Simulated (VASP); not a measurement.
# CdF2 (Fm-3m) in VASP: settings compared

Aim: see how the results for CdF2 move with the level of theory and the settings. Levels: HSE06, PBE, PBE+D3(BJ), LDA, r2SCAN. Tasks: single point, relaxation of cell and atoms.

Everything below comes from runs of VASP 6.6.1. Logs are shortened: lines on timing, memory, paths and dates and some standing lists are left out, and cuts for length are marked.

### 1 The structure

The structure is cubic, space group Fm-3m (No. 225). Conventional cell: a = 5.388 Å, b = 5.388 Å, c = 5.388 Å, α = 90.00°, β = 90.00°, γ = 90.00°. Cd (site symmetry m-3m) is surrounded by 8 F at 2.33 Å. F (site symmetry -43m) is surrounded by 4 Cd at 2.33 Å.

### 2 Single point, HSE06, spin-orbit coupling, no magnetisation

POSCAR reads:

```
CdF2
1.0
    0.0000000000      2.6940000000      2.6940000000
    2.6940000000      0.0000000000      2.6940000000
    2.6940000000      2.6940000000      0.0000000000
Cd F
1 2
Direct
    0.0000000000      0.0000000000      0.0000000000
    0.7500000000      0.7500000000      0.7500000000
    0.2500000000      0.2500000000      0.2500000000
```

INCAR.step1 reads:

```
SYSTEM = CdF2
ALGO = Normal ; EDIFF = 1E-5
ENCUT = 520 ; GGA = PE
GGA_COMPAT = .FALSE. ; ISIF = 2
ISMEAR = 0 ; KPAR = 4
LASPH = .TRUE. ; LCHARG = .FALSE.
LNONCOLLINEAR = .TRUE. ; LORBIT = 11
LREAL = .FALSE. ; LSORBIT = .TRUE.
LWAVE = .TRUE. ; MAGMOM = 0 0 0 0 0 0 0 0 0
NBANDS = 39 ; NELM = 80
PREC = Accurate ; SIGMA = 0.02
```

INCAR.step2 reads:

```
SYSTEM = CdF2
ALGO = Normal ; EDIFF = 1E-6
ENCUT = 520 ; GGA = PE
GGA_COMPAT = .FALSE. ; HFSCREEN = 0.2
ISIF = 2 ; ISMEAR = 0
ISTART = 1 ; KPAR = 4
LASPH = .TRUE. ; LCHARG = .FALSE.
LHFCALC = .TRUE. ; LNONCOLLINEAR = .TRUE.
LORBIT = 11 ; LREAL = .FALSE.
LSORBIT = .TRUE. ; LWAVE = .FALSE.
MAGMOM = 0 0 0 0 0 0 0 0 0 ; NBANDS = 39
NELM = 80 ; PREC = Accurate
PRECFOCK = Fast ; SIGMA = 0.02
```

KPOINTS reads:

```
k-points
0
G
  6 6 6
  0 0 0
```

Potentials or basis: VASP PAW PBE potentials, release 64 (Cd, F).

Launch:

```bash
cat potpaw_PBE.64/Cd/POTCAR potpaw_PBE.64/F/POTCAR > POTCAR
cp INCAR.step1 INCAR
mpirun -np 4 vasp_ncl > vasp.out
cp INCAR.step2 INCAR
mpirun -np 4 vasp_ncl > vasp.out
```

OUTCAR:

```text
SYSTEM = CdF2
   EDIFF = 1E-6
   ENCUT = 520
   GGA = PE
   HFSCREEN = 0.2
   ISIF = 2
   ISMEAR = 0
   ISTART = 1
   LASPH = .TRUE.
   LHFCALC = .TRUE.
   LNONCOLLINEAR = .TRUE.
   LORBIT = 11
   LREAL = .FALSE.
   LSORBIT = .TRUE.
   NELM = 80
   PREC = Accurate
   PRECFOCK = Fast

 ion  position               nearest neighbor table
   1  0.000  0.000  0.000-   2 2.33   2 2.33   2 2.33   2 2.33   3 2.33   3 2.33   3 2.33   3 2.33

   2  0.750  0.750  0.750-   1 2.33   1 2.33   1 2.33   1 2.33
   3  0.250  0.250  0.250-   1 2.33   1 2.33   1 2.33   1 2.33

  LATTYP: Found a face centered cubic cell.
 ALAT       =     5.3880000000

  Lattice vectors:

 A1 = (   0.0000000000,   2.6940000000,   2.6940000000)
 A2 = (   2.6940000000,   0.0000000000,   2.6940000000)
 A3 = (   2.6940000000,   2.6940000000,   0.0000000000)

Analysis of symmetry for initial positions (statically):
=====================================================================
 Subroutine PRICEL returns:
 Original cell was already a primitive cell.

 Routine SETGRP: Setting up the symmetry group for a
 face centered cubic supercell.

 Subroutine GETGRP returns: Found 48 space group operations
 (whereof 48 operations were pure point group operations)
 out of a pool of 48 trial point group operations.

The static configuration has the point symmetry O_h .

Analysis of symmetry for dynamics (positions and initial velocities):
=====================================================================
 Subroutine PRICEL returns:
 Original cell was already a primitive cell.

 Routine SETGRP: Setting up the symmetry group for a
 face centered cubic supercell.

 Subroutine GETGRP returns: Found 48 space group operations
 (whereof 48 operations were pure point group operations)
 out of a pool of 48 trial point group operations.

The dynamic configuration has the point symmetry O_h .

Analysis of structural, dynamic, and magnetic symmetry:
=====================================================================
 Subroutine PRICEL returns:
 Original cell was already a primitive cell.

 Routine SETGRP: Setting up the symmetry group for a
 face centered cubic supercell.

 Subroutine GETGRP returns: Found 48 space group operations
 (whereof 48 operations were pure point group operations)
 out of a pool of 48 trial point group operations.

The overall configuration has the point symmetry O_h .

 Subroutine INISYM returns: Found 48 space group operations
 (whereof 48 operations are pure point group operations),
 and found     1 'primitive' translations

----------------------------------------------------------------------------------------

                                     Primitive cell

  volume of cell :      39.1041

  direct lattice vectors                    reciprocal lattice vectors
     0.000000000  2.694000000  2.694000000    -0.185597624  0.185597624  0.185597624
     2.694000000  0.000000000  2.694000000     0.185597624 -0.185597624  0.185597624
     2.694000000  2.694000000  0.000000000     0.185597624  0.185597624 -0.185597624

  length of vectors
     3.809891337  3.809891337  3.809891337     0.321464515  0.321464515  0.321464515

  position of ions in fractional coordinates (direct lattice)
     0.000000000  0.000000000  0.000000000
     0.750000000  0.750000000  0.750000000
     0.250000000  0.250000000  0.250000000

  ion indices of the primitive-cell ions
   primitive index   ion index
                 1           1
                 2           2
                 3           3

----------------------------------------------------------------------------------------

 KPOINTS: k-points

Automatic generation of k-mesh.
[... 77 lines left out ...]
     AMIX_MAG =   1.60;   BMIX_MAG =  1.00
  volume/ion in A,a.u.               =      13.03        87.96
  Fermi-wavevector in a.u.,A,eV,Ry     =   1.428867  2.700166 27.778468  2.041660
  Thomas-Fermi vector in A             =   2.548882
   LORBIT       =     11    0 simple, 1 ext, 2 COOP (PROOUT), +10 PAW based schemes
   GGA     = PE    functional components
   LHFCALC =     T    Hartree Fock is set to
   PRECFOCK=fast      Normal, Fast or Accurate (Low or Medium for compatibility)
   ENCUT4O =  -1.0   cutoff for four orbital integrals eV
   NKREDX  =     1    reduce k-point grid by
   NKREDY  =     1    reduce k-point grid by
   NKREDZ  =     1    reduce k-point grid by
   AEXX    =    0.2500 exact exchange contribution
   HFSCREEN=    0.2000 screening length (either q_TF or 0.3 A-1)
   HFSCREENC=   0.2000 screening length for correlation (either q_TF or 0.3 A-1)
   ENCUTFOCK=  -1.0 apply spherical cutoff to Coloumb kernel
   IVDW    =     0    specifies the selected vdW correction
   LEPSILON=     F    determine dielectric tensor
   LRPA    =     F    only Hartree local field effects (RPA)
 Gauss-broadening in eV      SIGMA  =   0.02
  energy-cutoff  :      520.00
  volume of cell :       39.10
 maximum number of plane-waves:      2134
  NGX = 16; NGY = 16; NGZ = 16

 number of electron      25.9999990 magnetization       0.0000000      0.0000000      0.0000000

 number of electron      25.9999990 magnetization      -0.0000000     -0.0000000     -0.0000000

 Free energy of the ion-electron system (eV)
  ---------------------------------------------------
  ext. energy  EPLUGINS =         0.00000000
  ---------------------------------------------------
  free energy    TOTEN  =       -14.41084159 eV

  energy without entropy =      -14.41084159  energy(sigma->0) =      -14.41084159

 E-fermi :  -2.7739     XC(G=0):  -8.4870

 val. band max:       -2.8904790044   @ k =  -0.3333   0.5000   0.1667
 cond. band min:       2.3123880056   @ k =   0.0000   0.0000   0.0000
 fundamental gap:      5.2028670100
 Fermi energy:        -2.7739233344

 k-point     1 :       0.0000    0.0000    0.0000
  band No.  band energies     occupation
      1     -25.3420      1.00000
      2     -25.3420      1.00000
      3     -24.2021      1.00000
      4     -24.2021      1.00000
      5      -9.0762      1.00000
      6      -9.0762      1.00000
[... 645 lines left out ...]
     37      19.7485      0.00000
     38      19.7485      0.00000
 [bands above 38 left out]

------------------------ aborting loop because EDIFF is reached ----------------------------------------

  FORCE on cell =-STRESS in cart. coord.  units (eV):
  Direction    XX          YY          ZZ          XY          YZ          ZX
  --------------------------------------------------------------------------------------
  -------------------------------------------------------------------------------------
  Total        0.6416221      0.6416221      0.6416221      0.0000000     -0.0000000     -0.0000000
  in kB       26.2885801     26.2885801     26.2885801      0.0000000     -0.0000000     -0.0000000
  external PRESSURE =      26.2885801 kB  Pullay stress =       0.0000000 kB

 VOLUME and BASIS-vectors are now :
 -----------------------------------------------------------------------------
  energy-cutoff  :      520.00
  volume of cell :       39.10
      direct lattice vectors                 reciprocal lattice vectors
     0.000000000  2.694000000  2.694000000    -0.185597624  0.185597624  0.185597624
     2.694000000  0.000000000  2.694000000     0.185597624 -0.185597624  0.185597624
     2.694000000  2.694000000  0.000000000     0.185597624  0.185597624 -0.185597624

 POSITION                                       TOTAL-FORCE (eV/Angst)
 -----------------------------------------------------------------------------------
      0.00000      0.00000      0.00000         0.000000      0.000000     -0.000000
      4.04100      4.04100      4.04100        -0.000000      0.000000     -0.000000
      1.34700      1.34700      1.34700        -0.000000     -0.000000      0.000000
 -----------------------------------------------------------------------------------
    total drift:                                0.000000      0.000000      0.000000

  FREE ENERGIE OF THE ION-ELECTRON SYSTEM (eV)
  ---------------------------------------------------
  free  energy   TOTEN  =       -14.4108415911 eV

  energy  without entropy=      -14.4108415911  energy(sigma->0) =      -14.41084159

 Spin-Orbit-Coupling matrix elements

 Ion:    1  E_soc:     -0.0432554
 l=   1
     0.0000000    -0.0009891    -0.0009891
    -0.0009891     0.0000000    -0.0009891
    -0.0009891    -0.0009891     0.0000000
 l=   2
     0.0000000    -0.0012063     0.0000000    -0.0012063    -0.0050138
    -0.0012063     0.0000000    -0.0037604    -0.0012063    -0.0012535
     0.0000000    -0.0037604     0.0000000    -0.0037604     0.0000000
    -0.0012063    -0.0012063    -0.0037604     0.0000000    -0.0012535
    -0.0050138    -0.0012535     0.0000000    -0.0012535     0.0000000
 l=   3
     0.0000000     0.0000000     0.0000000     0.0000000     0.0000000     0.0000000     0.0000000
     0.0000000     0.0000000     0.0000000     0.0000000     0.0000000     0.0000000     0.0000000
     0.0000000     0.0000000     0.0000000     0.0000000     0.0000000     0.0000000     0.0000000
     0.0000000     0.0000000     0.0000000     0.0000000     0.0000000     0.0000000     0.0000000
[... 29 lines left out ...]
 l=   2
     0.0000000     0.0000000     0.0000000     0.0000000     0.0000000
     0.0000000     0.0000000     0.0000000     0.0000000     0.0000000
     0.0000000     0.0000000     0.0000000     0.0000000     0.0000000
     0.0000000     0.0000000     0.0000000     0.0000000     0.0000000
     0.0000000     0.0000000     0.0000000     0.0000000     0.0000000
 l=   3
     0.0000000     0.0000000     0.0000000     0.0000000     0.0000000     0.0000000     0.0000000
     0.0000000     0.0000000     0.0000000     0.0000000     0.0000000     0.0000000     0.0000000
     0.0000000     0.0000000     0.0000000     0.0000000     0.0000000     0.0000000     0.0000000
     0.0000000     0.0000000     0.0000000     0.0000000     0.0000000     0.0000000     0.0000000
     0.0000000     0.0000000     0.0000000     0.0000000     0.0000000     0.0000000     0.0000000
     0.0000000     0.0000000     0.0000000     0.0000000     0.0000000     0.0000000     0.0000000
     0.0000000     0.0000000     0.0000000     0.0000000     0.0000000     0.0000000     0.0000000

 total charge

# of ion       s       p       d       tot
------------------------------------------
    1        0.195   0.182   9.722  10.099
    2        1.746   4.388   0.000   6.133
    3        1.746   4.388   0.000   6.133
--------------------------------------------------
tot          3.687   8.957   9.722  22.365

 magnetization (x)

# of ion       s       p       d       tot
------------------------------------------
    1        0.000  -0.000   0.000  -0.000
    2        0.000  -0.000   0.000  -0.000
    3        0.000  -0.000   0.000  -0.000
--------------------------------------------------
tot          0.000  -0.000   0.000  -0.000

 magnetization (y)

# of ion       s       p       d       tot
------------------------------------------
    1       -0.000   0.000  -0.000  -0.000
    2        0.000  -0.000   0.000  -0.000
    3        0.000   0.000   0.000   0.000
--------------------------------------------------
tot         -0.000  -0.000  -0.000  -0.000

 magnetization (z)

# of ion       s       p       d       tot
------------------------------------------
    1       -0.000  -0.000  -0.000  -0.000
    2        0.000   0.000   0.000   0.000
    3        0.000   0.000   0.000   0.000
--------------------------------------------------
tot         -0.000   0.000  -0.000   0.000
```

It took 31 min on 4 MPI ranks of Intel Xeon Platinum 8259CL at 2.50GHz (Skylake/Cascade Lake), shared host; peak memory 0.36 GiB.

What came out:

```yaml
Free_energy: -14.4108 eV
Pressure: 2.6 GPa
Valence_electrons_inside_the_program's_atomic_spheres: Cd 10.10; F 6.13
```

Caveat: the PAW data sets were made with another functional, which shifts forces and pressure a little.

(Part 1 of 2 ends here.)
